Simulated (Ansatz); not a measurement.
# PtSe2 (Sudovikovite) (P-3m1) in Ansatz: a series of runs

The runs below take PtSe2 (Sudovikovite) through single point, equation of state, with rPW86-PBE.

All numbers are computed with Ansatz 0.2.0; they aren't measurements. Logs are shortened: lines on timing, memory, paths and dates and some standing lists are left out, and cuts for length are marked.

### 1 Starting point

Symmetry: P-3m1, No. 164, trigonal system. Conventional cell: a = 3.724 Å, b = 3.724 Å, c = 5.062 Å, α = 90.00°, β = 90.00°, γ = 120.00°. Pt (site symmetry -3m) is surrounded by 6 Se at 2.49 Å. Se (site symmetry 3m) has 3 Pt at 2.49 Å as nearest neighbours.

### 2 Single point, rPW86-PBE, 19.05 Å³/atom (volume scaled by 0.94)

input.yaml reads:

```yaml
crystal:
  lattice:
    - [3.6479786689, 0.0, 0.0]
    - [-1.8239893344, 3.1592421997, 0.0]
    - [0.0, 0.0, 4.9586648823]
  atoms:
    - { symbol: Pt, position: [0.0, 0.0, 0.0] }
    - { symbol: Se, position: [0.6666666667, 0.3333333333, 0.75] }
    - { symbol: Se, position: [0.3333333333, 0.6666666667, 0.25] }
hamiltonian:
  xc: { exchange: rpw86, correlation: pbe }
  pseudopotentials: { kind: paw }
kpoints:
  mp_grid: { grid: [8, 8, 5] }
scf:
  occupations: { method: fermi_dirac, width: 0.05 }
output:
  forces: true
  stress: true
  eigenvalues: true
```

Potentials or basis: Ansatz PAW.

Run with:

```bash
$ ansatz run input.yaml --threads 2 --pin off --max-ram 5120MiB --backend cpu --events-out ev --progress --plain --runs-dir out
```

Log:

```text
Warning: RAYON_NUM_THREADS=2 ignored (pool sized by the plan → 2); use --threads N
Engine: ansatz 0.2.0, aarch64-unknown-linux-gnu
Pseudopotentials: kind: paw
Pseudopotential: Pt, paw, valence charge 18, recommended cutoff 420 eV (normal), Pt.paw.azcp
Pseudopotential: Se, paw, valence charge 16, recommended cutoff 420 eV (normal), Se.paw.azcp
Functional definition: unnamed
  exchange = rpw86_x
  correlation = pbe_c
Crystal: 3 atoms, lattice volume = 57.148 Å³
Basis set: ecut = 420 eV, 1121 PW (Γ), exchange–correlation on 50×50×72 points (8 copies of the dense FFT grid, shifted against one another)
Bands: 30, of which v1, the nominal top of the filled ones, is band 25 counted from 1 (24 counted from 0)
Symmetry: 12 space group operations
Space group: P-3m1 (ITA 164), of the structure as read, at distance tolerance 3.9e-5 Å
k-points: 40 of 320
Non-local potential: Pt, projectors of the file, l = 0: 3, l = 1: 2, l = 2: 2, l = 3: 1
Non-local potential: Se, projectors of the file, l = 0: 2, l = 1: 2, l = 2: 3, l = 3: 1
PAW form: soft (Blöchl's): semilocal exchange-correlation on the pseudo side does not see the compensation charge
PAW frozen core: Pt, regenerated for the run's functional, and the local potential with it (the file was generated under x = pbe(κ = 0.804, μ = 0.2195149727645171), c = pbe(β = 0.06672455060314922))
PAW frozen core: Se, regenerated for the run's functional, and the local potential with it (the file was generated under x = pbe(κ = 0.804, μ = 0.2195149727645171), c = pbe(β = 0.06672455060314922))
PAW one-centre angular grid: Pt, 590 points (default); XC on 96 Gauss nodes
PAW one-centre angular grid: Se, 590 points (default); XC on 64 Gauss nodes
Initial density: superposition of atomic densities (neutral atoms: chi_scale 0, normalization atom), corrected by the library's trained network
Initial wavefunctions: pseudopotential atomic-orbital guess
Functional: x = rpw86, c = pbe(β = 0.06672455060314922)
SCF iter   1: F=—  HF=-23606.823075 eV  |F-HF|=—  |Δ(HF+E_count)|=         —  Δρ=1.12e-2  dr2=8.76e-2  ethr=1.77e-3  ⟨swp⟩=6.0  Hψ=4749  notcnv=0
preconditioner: auto → Resta (q_TF=auto, 2.668 Å⁻¹)  ε∞=5.7  [insulator: Δε(μ)=0.196 eV  Ē_g=10.657 eV  σ=0.050 eV  W_gap=0.75  n_scr=22 (ndim 8)  ℏωp=23.0 eV  f_vac=0.028  D(μ)=0.31/eV (n_scr^D=0)  ε∞_Penn≈5.7]
SCF iter   2: F=—  HF=-23606.804981 eV  |F-HF|=—  |Δ(HF+E_count)|=   1.81e-2  Δρ=3.20e-3  dr2=6.50e-3  ethr=1.75e-4  ⟨swp⟩=2.2  Hψ=1823  notcnv=0  defer=6
preconditioner: auto → LDOS  [metal: Δε(μ)=0.088 eV  Ē_g=10.679 eV  σ=0.050 eV  W_gap=0.40  n_scr=22 (ndim 8)  ℏωp=23.0 eV  f_vac=0.029  D(μ)=0.56/eV (n_scr^D=2)  β→1.0]
SCF iter   3: F=—  HF=-23606.802499 eV  |F-HF|=—  |Δ(HF+E_count)|=   2.48e-3  Δρ=9.32e-4  dr2=5.17e-4  ethr=1.30e-5  ⟨swp⟩=2.9  Hψ=2251  notcnv=0  defer=6
SCF iter   4: F=—  HF=-23606.802414 eV  |F-HF|=—  |Δ(HF+E_count)|=   8.48e-5  Δρ=2.09e-4  dr2=2.81e-5  ethr=1.03e-6  ⟨swp⟩=2.0  Hψ=2183  notcnv=0  defer=6
SCF iter   5: F=—  HF=-23606.802375 eV  |F-HF|=—  |Δ(HF+E_count)|=   3.93e-5  Δρ=6.09e-5  dr2=3.29e-6  ethr=5.62e-8  ⟨swp⟩=2.0  Hψ=2034  notcnv=0  defer=6
SCF iter   6: F=-23606.802375 eV  HF=-23606.802374 eV  |F-HF|=1.82e-8  |Δ(HF+E_count)|=   2.13e-7  Δρ=1.31e-5  dr2=6.33e-8  ethr=2.00e-10  ⟨swp⟩=3.8  Hψ=5044  notcnv=0
SCF 1 converged in 6 iterations: F = -23606.802375 eV  dr2 = 6.33e-8
SCF converged after 6 iterations
Free energy (F): -23606.802375 eV
Harris-Foulkes:  -23606.802374 eV  (|F-HF|=1.82e-8)
Internal energy: -23606.797597 eV  (E = F + TS)
E sigma→0 (E₀):  -23606.799986 eV
Entropy (-TS):   -0.004778 eV (-1.593 meV/atom)
Fermi energy:    14.892627 eV
--- Per-component energies (eV) ---
  E_band       = -892.665868
  E_kinetic    = 883.585414
  E_local      = -6585.337989  (includes V_loc(G=0)·N_el)
  E_nonlocal   = -1004.797121
  E_hartree    = 3082.858332
  E_xc         = -477.863328
  E_vxc        = -504.067522  (∫ρ·V_xc dr)
  E_paw        = -13421.479929  (= ΣΔE_a)
  E_vpaw       = 152.232646  (= ΣTr[D̂ρ^β])
  E_aug_tail   = -0.001010  (compensation charges beyond the density's cutoff)
  E_ewald      = -6082.094581
  E_core_change = -1.667385  (= ΣΔE_core)
  E_smearing   = -0.004778  (= −TS)
  E_closure    = -0.000000  (closes the sum)
  Σ components = -23606.802375   (vs F -23606.802375, Δ=0.00e0)
--- Forces (eV/Å), atoms counted from 1 ---
  atom   1  Pt    -0.00000000    -0.00000000     0.00000000
  atom   2  Se    -0.00000000     0.00000000    -2.00527598
  atom   3  Se     0.00000000     0.00000000     2.00527598
  max |Σ_I F_I| component: 4.63e-18 eV/Å
--- Stress (GPa, compression-positive) ---
       28.133768       0.000000       0.000000
       -0.000000      28.133768       0.000000
        0.000000       0.000000      21.297689
  P = ⅓ Tr σ = 25.8551 GPa (258.551 kbar)
--- Band table (eV; the first three rows and the last of 40) ---
  k-point 0: bands = ["-84.9134", "-39.2614", "-39.2614", "-39.1592", "-33.7187", "-33.7187", "-33.7152", "-33.7152", "-33.6986", "-33.6986", "-33.6918", "-33.6918", "-33.6864", "-33.6860", "-1.5282", "1.6201", "7.0675", "7.8005", "7.8005", "10.3944", "10.3944", "12.0133", "13.6453", "13.6453", "15.2081", "16.3727", "16.3727", "18.4068", "19.4683", "22.1718"]
  k-point 1: bands = ["-84.9133", "-39.2614", "-39.2614", "-39.1592", "-33.7185", "-33.7185", "-33.7153", "-33.7153", "-33.6982", "-33.6982", "-33.6923", "-33.6923", "-33.6865", "-33.6859", "-1.3714", "1.2185", "7.6432", "7.8197", "7.8197", "10.3812", "10.3812", "11.9671", "13.4649", "13.4649", "14.3811", "16.6960", "16.6960", "18.7209", "20.3130", "22.0496"]
  k-point 2: bands = ["-84.9134", "-39.2614", "-39.2614", "-39.1592", "-33.7184", "-33.7184", "-33.7153", "-33.7153", "-33.6972", "-33.6972", "-33.6934", "-33.6934", "-33.6866", "-33.6858", "-1.0063", "0.5228", "7.8512", "7.8512", "8.7239", "10.3616", "10.3616", "11.7117", "13.2135", "13.2135", "13.2752", "17.2345", "17.2345", "19.5014", "21.3995", "21.7274"]
  k-point 39: bands = ["-84.9130", "-39.2730", "-39.2695", "-39.1582", "-33.7179", "-33.7175", "-33.7167", "-33.7155", "-33.6973", "-33.6953", "-33.6947", "-33.6942", "-33.6855", "-33.6855", "0.6147", "0.7790", "7.3718", "7.9074", "8.5490", "9.6120", "10.0106", "10.7016", "10.8308", "12.0153", "12.3097", "16.4059", "16.9726", "20.9394", "21.8330", "22.7263"]
```

Run time: 1.6 s. Hardware: 2 threads of Arm Neoverse V2, shared host; peak memory 0.36 GiB.

What came out:

- Free energy: -23606.8024 eV
- Pressure: 25.9 GPa
- Largest force: 2.005 eV/Å
- Band gap on the k mesh: none (metal or under the smearing width)

Caveat: the PAW data sets come from PBE, with cores solved anew for the run's functional, which leaves a small shift of forces and pressure; forces of over 1 eV/Å show positions far from the minimum, so gaps and moduli don't describe the material at rest.

### 3 Single point, rPW86-PBE, 19.45 Å³/atom (volume scaled by 0.96)

Changes to input.yaml since step 2:

```diff
@@ -2,5 +2,5 @@
   lattice:
-    - [3.6479786689, 0.0, 0.0]
-    - [-1.8239893344, 3.1592421997, 0.0]
-    - [0.0, 0.0, 4.9586648823]
+    - [3.6736695059, 0.0, 0.0]
+    - [-1.836834753, 3.1814911172, 0.0]
+    - [0.0, 0.0, 4.9935862081]
   atoms:
@@ -20 +20,5 @@
   eigenvalues: true
+  write_density: true
+  write_potential: true
+  elf: true
+  volumetric_format: npy
```

Potentials or basis: Ansatz PAW.

Run with:

```bash
$ ansatz run input.yaml --threads 2 --pin off --max-ram 5120MiB --backend cpu --events-out ev --progress --plain --runs-dir out
```

It took 2.1 s on 2 threads of Arm Neoverse V2, shared host; peak memory 0.37 GiB.

Results (log left out):

| Quantity | Value |
| --- | --- |
| Free energy | -23606.9823 eV |
| Pressure | 21.6 GPa |
| Largest force | 1.686 eV/Å |
| Band gap on the k mesh | none (metal or under the smearing width) |

Caveat: the PAW data sets come from PBE, with cores solved anew for the run's functional, which leaves a small shift of forces and pressure; forces of over 1 eV/Å show positions far from the minimum, so gaps and moduli don't describe the material at rest.

### 4 Single point, rPW86-PBE, 19.86 Å³/atom (volume scaled by 0.98)

Changes to input.yaml since step 3:

```diff
@@ -2,5 +2,5 @@
   lattice:
-    - [3.6736695059, 0.0, 0.0]
-    - [-1.836834753, 3.1814911172, 0.0]
-    - [0.0, 0.0, 4.9935862081]
+    - [3.6990059583, 0.0, 0.0]
+    - [-1.8495029792, 3.2034331287, 0.0]
+    - [0.0, 0.0, 5.028025822]
   atoms:
```

Run with:

```bash
$ ansatz run input.yaml --threads 2 --pin off --max-ram 5120MiB --backend cpu --events-out ev --progress --plain --runs-dir out
```

Run time: 2.2 s. Hardware: 2 threads of Arm Neoverse V2, shared host; peak memory 0.37 GiB.

It converged, with:

- Free energy: -23607.1320 eV
- Pressure: 17.9 GPa
- Largest force: 1.393 eV/Å
- Band gap on the k mesh: none (metal or under the smearing width)

Caveat: the PAW data sets come from PBE, with cores solved anew for the run's functional, which leaves a small shift of forces and pressure; forces of over 1 eV/Å show positions far from the minimum, so gaps and moduli don't describe the material at rest.

### 5 Single point, rPW86-PBE, 20.27 Å³/atom

Changes to input.yaml since step 4:

```diff
@@ -2,5 +2,5 @@
   lattice:
-    - [3.6990059583, 0.0, 0.0]
-    - [-1.8495029792, 3.2034331287, 0.0]
-    - [0.0, 0.0, 5.028025822]
+    - [3.724, 0.0, 0.0]
+    - [-1.862, 3.2250786037, 0.0]
+    - [0.0, 0.0, 5.062]
   atoms:
@@ -20,5 +20 @@
   eigenvalues: true
-  write_density: true
-  write_potential: true
-  elf: true
-  volumetric_format: npy
```

Run with:

```bash
$ ansatz run input.yaml --threads 2 --pin off --max-ram 5120MiB --backend cpu --events-out ev --progress --plain --runs-dir out
```

Wall time 2 s (2 threads of Arm Neoverse V2, shared host); peak memory 0.36 GiB.

Results (log left out):

| Property | Result |
| --- | --- |
| Free energy | -23607.2545 eV |
| Pressure | 14.5 GPa |
| Largest force | 1.123 eV/Å |
| Band gap on the k mesh | none (metal or under the smearing width) |

Caveat: the PAW data sets come from PBE, with cores solved anew for the run's functional, which leaves a small shift of forces and pressure; forces of over 1 eV/Å show positions far from the minimum, so gaps and moduli don't describe the material at rest.

### 6 Single point, rPW86-PBE, 20.67 Å³/atom (volume scaled by 1.02)

Changes to input.yaml since step 5:

```diff
@@ -2,5 +2,5 @@
   lattice:
-    - [3.724, 0.0, 0.0]
-    - [-1.862, 3.2250786037, 0.0]
-    - [0.0, 0.0, 5.062]
+    - [3.7486629704, 0.0, 0.0]
+    - [-1.8743314852, 3.2464373626, 0.0]
+    - [0.0, 0.0, 5.0955241558]
   atoms:
```

Potentials or basis: Ansatz PAW.

Run with:

```bash
$ ansatz run input.yaml --threads 2 --pin off --max-ram 5120MiB --backend cpu --events-out ev --progress --plain --runs-dir out
```

It took 1.9 s on 2 threads of Arm Neoverse V2, shared host; peak memory 0.37 GiB.

Results (log left out):

```
Free energy            : -23607.3525 eV
Pressure               : 11.4 GPa
Largest force          : 0.875 eV/Å
Band gap on the k mesh : none (metal or under the smearing width)
```

Caveat: the PAW data sets come from PBE, with cores solved anew for the run's functional, which leaves a small shift of forces and pressure.

### 7 Single point, rPW86-PBE, 21.08 Å³/atom (volume scaled by 1.04)

Changes to input.yaml since step 6:

```diff
@@ -2,5 +2,5 @@
   lattice:
-    - [3.7486629704, 0.0, 0.0]
-    - [-1.8743314852, 3.2464373626, 0.0]
-    - [0.0, 0.0, 5.0955241558]
+    - [3.7730056198, 0.0, 0.0]
+    - [-1.8865028099, 3.2675187154, 0.0]
+    - [0.0, 0.0, 5.1286129021]
   atoms:
@@ -20 +20,5 @@
   eigenvalues: true
+  write_density: true
+  write_potential: true
+  elf: true
+  volumetric_format: npy
```

Run with:

```bash
$ ansatz run input.yaml --threads 2 --pin off --max-ram 5120MiB --backend cpu --events-out ev --progress --plain --runs-dir out
```

Run time: 2.3 s. Hardware: 2 threads of Arm Neoverse V2, shared host; peak memory 0.38 GiB.

Results (log left out):

```
Free energy            : -23607.4286 eV
Pressure               : 8.7 GPa
Largest force          : 0.647 eV/Å
Band gap on the k mesh : none (metal or under the smearing width)
```

Caveat: the PAW data sets come from PBE, with cores solved anew for the run's functional, which leaves a small shift of forces and pressure.

### 8 Single point, rPW86-PBE, 21.48 Å³/atom (volume scaled by 1.06)

Changes to input.yaml since step 7:

```diff
@@ -2,5 +2,5 @@
   lattice:
-    - [3.7730056198, 0.0, 0.0]
-    - [-1.8865028099, 3.2675187154, 0.0]
-    - [0.0, 0.0, 5.1286129021]
+    - [3.7970381507, 0.0, 0.0]
+    - [-1.8985190754, 3.2883314977, 0.0]
+    - [0.0, 0.0, 5.1612801071]
   atoms:
@@ -20,5 +20 @@
   eigenvalues: true
-  write_density: true
-  write_potential: true
-  elf: true
-  volumetric_format: npy
```

Run with:

```bash
$ ansatz run input.yaml --threads 2 --pin off --max-ram 5120MiB --backend cpu --events-out ev --progress --plain --runs-dir out
```

Wall time 1.8 s (2 threads of Arm Neoverse V2, shared host); peak memory 0.37 GiB.

The run converged. Its results:

```yaml
Free_energy: -23607.4848 eV
Pressure: 6.2 GPa
Largest_force: 0.437 eV/Å
Band_gap_on_the_k_mesh: none (metal or under the smearing width)
```

Caveat: the PAW data sets come from PBE, with cores solved anew for the run's functional, which leaves a small shift of forces and pressure.

### 9 Equation of state, rPW86-PBE

Potentials or basis: Ansatz PAW.

No new run: the results of the series are fitted here.

Results:

```yaml
Equilibrium_volume: "22.73 Å³/atom (rough: see the caveat)"
Bulk_modulus_at_fixed_shape_and_positions: 96 GPa (rough)
```

Energy against volume, from the lowest point:
| volume (Å³/atom) | energy (meV/atom) |
| --- | --- |
| 19.049 | 227.48 |
| 19.455 | 167.49 |
| 19.860 | 117.59 |
| 20.265 | 76.77 |
| 20.671 | 44.09 |
| 21.076 | 18.75 |
| 21.481 | 0.00 |

Caveat: the potentials were made for another functional, which shifts forces and pressure; the minimum lies outside the volumes run; the cell was scaled at fixed shape and fractional positions, which overstates the stiffness of a crystal with free parameters, most of all of layers and chains.
